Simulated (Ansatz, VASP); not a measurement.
**One calculation of Ga, two programs**

```
Ga
1.0
     2.21789   -3.74191    0.00000
     2.21789    3.74191    0.00000
     0.00000    0.00000    4.42496
Ga
4
Direct
  0.84436 0.15564 0.08594
  0.65564 0.34436 0.58594
  0.15564 0.84436 0.91406
  0.34436 0.65564 0.41406
```

Alike in both runs: task single point; functional LDA; k mesh 8 × 8 × 7; occupations gaussian, width 0.01 eV; no spin polarisation.

```csv
,VASP,Ansatz
version,VASP 6.6.1,Ansatz 0.2.0
potentials or method,"VASP PAW LDA potentials, release 64 (Ga_d)","plane waves (420 eV) with PAW, scalar-relativistic"
plane-wave cutoff (eV),520,420
valence electrons in the cell,52,52
```

|  | VASP | Ansatz | Ansatz less VASP |
| --- | --- | --- | --- |
| pressure (GPa) | 0.1 | 0.0 | -0.17 |
| largest component of the traceless stress (GPa) | 0.18 | 0.08 | -0.093 |

Ansatz warned: «pseudo_functional_mismatch».
